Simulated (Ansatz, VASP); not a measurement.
## PtSe2: VASP beside Ansatz

```
CELL_PARAMETERS angstrom
3.83572 0.00000 0.00000
-1.91786 3.32183 0.00000
0.00000 0.00000 5.13793
ATOMIC_POSITIONS crystal
Pt 0.00000 0.00000 0.00000
Se 0.33333 0.66667 0.25000
Se 0.66667 0.33333 0.75000
```

Change from the starting cell: strain +0.030 along x and y, +0.015 along z, atoms carried along.

Alike in both runs: task single point; functional PBE; k mesh 12 × 12 × 10; occupations gaussian, width 0.15 eV; no spin polarisation.

|  | VASP | Ansatz |
| --- | --- | --- |
| version | VASP 6.6.1 | Ansatz 0.2.0 |
| potentials or method | VASP PAW PBE potentials, release 64 (Pt, Se) | scalar-relativistic, plane waves, PAW |
| plane-wave cutoff (eV) | 520 | 420 |
| valence electrons in the cell | 22 | 50 |

Ansatz gave:

- gap on the k mesh at the Fermi level (eV): none
- pressure (GPa): -2.2
- largest component of the traceless stress (GPa): 1.34
- rms of the force components (eV/Å): 0.110

Problem. Which values does VASP return?

Solution. gap on the k mesh at the Fermi level (eV): none; pressure (GPa): -2.2; largest component of the traceless stress (GPa): 1.34; rms of the force components (eV/Å): 0.109.

Atom by atom the forces differ by 0.001 eV/Å (rms over components). A gap of «none» marks a metal or a gap that the smearing closes. The two sets of potentials don't hold the same shells in valence.

The runs have no spin-orbit coupling, so splittings on Pt are missing.
